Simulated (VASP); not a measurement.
# BeTe (F-43m) in VASP: notebook, part 2 of 3

VASP 6.6.1. The steps go on from the part before.

### 5 Single point, PBE

This run uses another cell than the first one, of 21.25 Å³/atom, 0.936 times its volume.

Contents of INCAR:

```
PREC = Accurate
ENCUT = 520
EDIFF = 1E-6
ISMEAR = 0
SIGMA = 0.1
LREAL = False
LASPH = True
NELM = 60
ALGO = Normal
ISIF = 2
LWAVE = False
LCHARG = False
GGA = PE
NBANDS = 11
```

Contents of KPOINTS:

```
Automatic mesh
0
Gamma
  6 6 6
```

Contents of POSCAR:

```
BeTe
1.0
    0.0000000000      2.7700000000      2.7700000000
    2.7700000000      0.0000000000      2.7700000000
    2.7700000000      2.7700000000      0.0000000000
Be Te
1 1
Direct
    0.0000000000      0.0000000000      0.0000000000
    0.2500000000      0.2500000000      0.2500000000
```

Potentials or basis: VASP PAW PBE potentials, release 64 (Be, Te).

The run is started by

```console
> cat potpaw_PBE.64/Be/POTCAR potpaw_PBE.64/Te/POTCAR > POTCAR
> mpirun -np 1 vasp_std > vasp.out
```

OUTCAR:

```text
PREC = Accurate
   ENCUT = 520
   EDIFF = 1E-6
   ISMEAR = 0
   LREAL = False
   LASPH = True
   NELM = 60
   ISIF = 2
   GGA = PE

 ion  position               nearest neighbor table
   1  0.000  0.000  0.000-   2 2.40   2 2.40   2 2.40   2 2.40
   2  0.250  0.250  0.250-   1 2.40   1 2.40   1 2.40   1 2.40

  LATTYP: Found a face centered cubic cell.
 ALAT       =     5.5400000000

  Lattice vectors:

 A1 = (   0.0000000000,   2.7700000000,   2.7700000000)
 A2 = (   2.7700000000,   0.0000000000,   2.7700000000)
 A3 = (   2.7700000000,   2.7700000000,   0.0000000000)

Analysis of symmetry for initial positions (statically):
=====================================================================
 Subroutine PRICEL returns:
 Original cell was already a primitive cell.

 Routine SETGRP: Setting up the symmetry group for a
 face centered cubic supercell.

 Subroutine GETGRP returns: Found 24 space group operations
 (whereof 24 operations were pure point group operations)
 out of a pool of 48 trial point group operations.

The static configuration has the point symmetry T_d .

Analysis of symmetry for dynamics (positions and initial velocities):
=====================================================================
 Subroutine PRICEL returns:
 Original cell was already a primitive cell.

 Routine SETGRP: Setting up the symmetry group for a
 face centered cubic supercell.

 Subroutine GETGRP returns: Found 24 space group operations
 (whereof 24 operations were pure point group operations)
 out of a pool of 48 trial point group operations.

The dynamic configuration has the point symmetry T_d .

 Subroutine INISYM returns: Found 24 space group operations
 (whereof 24 operations are pure point group operations),
 and found     1 'primitive' translations

----------------------------------------------------------------------------------------

                                     Primitive cell

  volume of cell :      42.5079

  direct lattice vectors                    reciprocal lattice vectors
     0.000000000  2.770000000  2.770000000    -0.180505415  0.180505415  0.180505415
     2.770000000  0.000000000  2.770000000     0.180505415 -0.180505415  0.180505415
     2.770000000  2.770000000  0.000000000     0.180505415  0.180505415 -0.180505415

  length of vectors
     3.917371568  3.917371568  3.917371568     0.312644550  0.312644550  0.312644550

  position of ions in fractional coordinates (direct lattice)
     0.000000000  0.000000000  0.000000000
     0.250000000  0.250000000  0.250000000

  ion indices of the primitive-cell ions
   primitive index   ion index
                 1           1
                 2           2

----------------------------------------------------------------------------------------

 KPOINTS: Automatic mesh

Automatic generation of k-mesh.
 Grid dimensions read from file:
 generate k-points for:    6    6    6

 Generating k-lattice:

  Cartesian coordinates                     Fractional coordinates (reciprocal lattice)
    -0.030084236  0.030084236  0.030084236     0.166666667  0.000000000  0.000000000
     0.030084236 -0.030084236  0.030084236     0.000000000  0.166666667  0.000000000
     0.030084236  0.030084236 -0.030084236     0.000000000  0.000000000  0.166666667

  Length of vectors
     0.052107425  0.052107425  0.052107425

  Shift w.r.t. Gamma in fractional coordinates (k-lattice)
     0.000000000  0.000000000  0.000000000

 Subroutine IBZKPT returns following result:
 ===========================================

 Found     16 irreducible k-points:

 Following reciprocal coordinates:
            Coordinates               Weight
  0.000000  0.000000  0.000000      1.000000
  0.166667  0.000000  0.000000      8.000000
  0.333333  0.000000  0.000000      8.000000
  0.500000  0.000000  0.000000      4.000000
  0.166667  0.166667  0.000000      6.000000
  0.333333  0.166667  0.000000     24.000000
[... 8 lines left out ...]
 -0.333333  0.333333  0.166667     24.000000
 -0.333333  0.500000  0.166667     12.000000
   k-points           NKPTS =     16   k-points in BZ     NKDIM =     16   number of bands    NBANDS=     11
   number of dos      NEDOS =    301   number of ions     NIONS =      2
   total plane-waves  NPLWV =  27000
   dimension x,y,z NGX =    30 NGY =   30 NGZ =   30
   dimension x,y,z NGXF=    60 NGYF=   60 NGZF=   60
   ions per type =               1   1
   NGX,Y,Z   is equivalent  to a cutoff of  12.73, 12.73, 12.73 a.u.
   NGXF,Y,Z  is equivalent  to a cutoff of  25.46, 25.46, 25.46 a.u.
 SYSTEM =  unknown system
   PREC   = accura    normal or accurate (medium, high low for compatibility)
   ISTART =      0    job   : 0-new  1-cont  2-samecut
   ICHARG =      2    charge: 1-file 2-atom 10-const
   ISPIN  =      1    spin polarized calculation?
   LNONCOLLINEAR =      F non collinear calculations
   LSORBIT =      F    spin-orbit coupling
   LASPH  =      T    aspherical Exc in radial PAW
   ENCUT  =  520.0 eV  38.22 Ry    6.18 a.u.   7.28  7.28  7.28*2*pi/ulx,y,z
   NELM   =     60;   NELMIN=  2; NELMDL= -5     # of ELM steps
   EDIFF  = 0.1E-05   stopping-criterion for ELM
   LREAL  =      F    real-space projection
   EDIFFG = 0.1E-04   stopping-criterion for IOM
   NSW    =      0    number of steps for IOM
   IBRION =     -1    ionic relax: 0-MD 1-quasi-New 2-CG
   NFREE  =      0    steps in history (QN), initial steepest desc. (CG)
   ISIF   =      2    stress and relaxation
   ISYM   =      2    0-nonsym 1-usesym 2-fastsym
   POTIM  = 0.5000    time-step for ionic-motion
   TEBEG  =    0.0;   TEEND  =   0.0 temperature during run
   PSTRESS=    0.0 pullay stress
   NELECT =       8.0000    total number of electrons
   NUPDOWN=      -1.0000    fix difference up-down
   EMIN   =  10.00;   EMAX   =-10.00  energy-range for DOS
   EFERMI =   0.00;   METHOD = LEGACY
   ISMEAR =     0;   SIGMA  =   0.10  broadening in eV -4-tet -1-fermi 0-gaus
   EFERMI_NEDOS =   21; number of points for ismear=-14 and -15
   IALGO  =     38    algorithm
   IMIX   =      4    mixing-type and parameters
     AMIX     =   0.40;   BMIX     =  1.00
     AMIX_MAG =   1.60;   BMIX_MAG =  1.00
  volume/ion in A,a.u.               =      21.25       143.43
  Fermi-wavevector in a.u.,A,eV,Ry     =   0.938170  1.772885 11.975354  0.880164
  Thomas-Fermi vector in A             =   2.065355
   LORBIT       =      0    0 simple, 1 ext, 2 COOP (PROOUT), +10 PAW based schemes
   GGA     = PE    functional components
   LHFCALC =     F    Hartree Fock is set to
   AEXX    =    0.0000 exact exchange contribution
   IVDW    =     0    specifies the selected vdW correction
   LEPSILON=     F    determine dielectric tensor
   LRPA    =     F    only Hartree local field effects (RPA)
 non-spin polarized calculation
 Gauss-broadening in eV      SIGMA  =   0.10
  energy-cutoff  :      520.00
  volume of cell :       42.51
 maximum number of plane-waves:      1167
 NGX is ok and might be reduce to    30
   NGX = 15   NGY = 15   NGZ = 15

 number of electron       8.0000000 magnetization

 Free energy of the ion-electron system (eV)
  ---------------------------------------------------
  ext. energy  EPLUGINS =         0.00000000
  ---------------------------------------------------
  free energy    TOTEN  =        -7.57839355 eV

  energy without entropy =       -7.57839355  energy(sigma->0) =       -7.57839355

 E-fermi :   6.1366     XC(G=0):  -9.2554

 val. band max:        5.6670259952   @ k =   0.0000   0.0000   0.0000
 cond. band min:       7.5132200790   @ k =   0.5000   0.5000   0.0000
 fundamental gap:      1.8461940838
 Fermi energy:         6.1365876766

 k-point     1 :       0.0000    0.0000    0.0000
  band No.  band energies     occupation
      1      -6.9677      2.00000
      2       5.6670      2.00000
      3       5.6670      2.00000
      4       5.6670      2.00000
      5       9.2299      0.00000
      6       9.2299      0.00000
      7       9.2299      0.00000
      8       9.8580      0.00000
      9      14.0527      0.00000
     10      16.0133      0.00000
     11      16.0133      0.00000
[... 197 lines left out ...]
 k-point    16 :      -0.3333    0.5000    0.1667
  band No.  band energies     occupation
      1      -4.9213      2.00000
      2       0.6382      2.00000
      3       2.0419      2.00000
      4       2.3475      2.00000
      5       9.3524      0.00000
      6       9.9218      0.00000
      7      13.1694      0.00000
      8      13.4553      0.00000
      9      16.8383      0.00000
     10      17.8303      0.00000
     11      18.7397      0.00000

------------------------ aborting loop because EDIFF is reached ----------------------------------------

  FORCE on cell =-STRESS in cart. coord.  units (eV):
  Direction    XX          YY          ZZ          XY          YZ          ZX
  --------------------------------------------------------------------------------------
  -------------------------------------------------------------------------------------
  Total        1.1943851      1.1943851      1.1943851      0.0000000      0.0000000     -0.0000000
  in kB       45.0179456     45.0179456     45.0179456      0.0000000      0.0000000     -0.0000000
  external PRESSURE =      45.0179456 kB  Pullay stress =       0.0000000 kB

 VOLUME and BASIS-vectors are now :
 -----------------------------------------------------------------------------
  energy-cutoff  :      520.00
  volume of cell :       42.51
      direct lattice vectors                 reciprocal lattice vectors
     0.000000000  2.770000000  2.770000000    -0.180505415  0.180505415  0.180505415
     2.770000000  0.000000000  2.770000000     0.180505415 -0.180505415  0.180505415
     2.770000000  2.770000000  0.000000000     0.180505415  0.180505415 -0.180505415

 POSITION                                       TOTAL-FORCE (eV/Angst)
 -----------------------------------------------------------------------------------
      0.00000      0.00000      0.00000        -0.000000     -0.000000     -0.000000
      1.38500      1.38500      1.38500         0.000000      0.000000      0.000000
 -----------------------------------------------------------------------------------
    total drift:                                0.000000      0.000000      0.000000

  FREE ENERGIE OF THE ION-ELECTRON SYSTEM (eV)
  ---------------------------------------------------
  free  energy   TOTEN  =        -7.5783935457 eV

  energy  without entropy=       -7.5783935457  energy(sigma->0) =       -7.57839355
```

stdout:

```text
POSCAR found type information on POSCAR BeTe
 POSCAR found :  2 types and       2 ions
 scaLAPACK will be used
 LDA part: xc-table for (Slater+PW92), standard interpolation
 POSCAR, INCAR and KPOINTS ok, starting setup
 FFT: planning ... GRIDC
 FFT: planning ... GRID_SOFT
 FFT: planning ... GRID
 WAVECAR not read
 entering main loop
```

It took 7.3 s on 1 thread of Intel Xeon Platinum 8488C (Sapphire Rapids), shared host; peak memory 0.16 GiB.

Results:

| Property | Result |
| --- | --- |
| Free energy | -7.5784 eV |
| Pressure | 4.5 GPa |
| Band gap on the k mesh | 1.85 eV, indirect (least direct gap 3.56 eV) |

Caveat: spin-orbit coupling is left out, which moves the levels of the heavy elements. A k mesh can miss the band edges.

(Continued in part 3 of 3.)
